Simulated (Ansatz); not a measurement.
Results of PBE (Ansatz, a quantum-chemistry and plane-wave program, PAW) for L1₀ (CuAu-type) CoPt.

Run with plane-wave cutoff 520 eV, 20×20×16 k mesh (along the axes of the cell as run), Fermi–Dirac smearing 0.05 eV, spin-polarised with parallel moments, scalar-relativistic PAW data made under PBE.

The cell is scaled about its equilibrium volume:

Shape and atoms are relaxed at each volume.

| V (Å³/atom) | P (GPa) | moment (μB per cell of 2 atoms) | c (Å) | a (Å) |
|---|---|---|---|---|
| 12.984 | 9.81 | 2.22 | 3.667 | 2.661 |
| 13.254 | 4.61 | 2.25 | 3.698 | 2.677 |
| 13.525 | 0.00 | 2.28 | 3.728 | 2.694 |
| 13.795 | -4.10 | 2.31 | 3.757 | 2.710 |
| 14.066 | -7.72 | 2.33 | 3.786 | 2.726 |

Note: the bulk modulus comes from volumes at which shape and atoms were relaxed.
